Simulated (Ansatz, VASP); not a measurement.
**Sc in VASP and in Ansatz**

INCAR

```
SYSTEM = Sc
PREC = Accurate ; ENCUT = 520
EDIFF = 1E-6 ; ISMEAR = 0
SIGMA = 0.15 ; LREAL = .FALSE.
LASPH = .TRUE. ; NELM = 100
ALGO = Fast ; ISIF = 2
LWAVE = .FALSE. ; LCHARG = .TRUE.
GGA = PE ; LELF = .TRUE.
LVHAR = .TRUE. ; NBANDS = 12
```

File KPOINTS:

```
regular mesh
0
G
  18 18 18
  0 0 0
```

POSCAR

```
Sc
1.0
    0.0000000000      2.2705000000      2.2705000000
    2.3726725000      0.0000000000      2.2705000000
    2.3726725000      2.2705000000      0.0000000000
Sc
1
Direct
    0.0000000000      0.0000000000      0.0000000000
```

Input for Ansatz:

```yaml
crystal:
  lattice:
    - [0.0, 2.2705, 2.2705]
    - [2.3726725, 0.0, 2.2705]
    - [2.3726725, 2.2705, 0.0]
  atoms:
    - { symbol: Sc, position: [0.0, 0.0, 0.0] }
basis:
  ecutwfc: 420
kpoints:
  mp_grid: { grid: [18, 18, 18] }
hamiltonian:
  xc: pbe
scf:
  occupations: { method: gaussian, width: 0.15 }
output:
  forces: true
  stress: true
  eigenvalues: true
```

Change from the starting cell: strain +0.0450 x Voigt [1, 0, 0, 0, 0, 0], atoms carried along.

Alike in both runs: task single point; functional PBE; k mesh 18 × 18 × 18; occupations gaussian, width 0.15 eV; no spin polarisation.

|  | VASP | Ansatz |
| --- | --- | --- |
| version | VASP 6.6.1 | Ansatz 0.2.0 |
| potentials or method | VASP PAW PBE potentials, release 64 (Sc_sv) | scalar-relativistic, plane waves, PAW |
| plane-wave cutoff (eV) | 520 | 420 |
| valence electrons in the cell | 11 | 11 |

Ansatz gave:

- gap on the k mesh at the Fermi level (eV): none
- pressure (GPa): 0.5
- largest component of the traceless stress (GPa): 0.88

**Question.** Which values does VASP return?

**Answer.** gap on the k mesh at the Fermi level (eV): none; pressure (GPa): 0.4; largest component of the traceless stress (GPa): 0.88.

A gap of «none» marks a metal or a gap that the smearing closes. With one functional, cell and mesh, what is left measures potentials, basis and numerics.
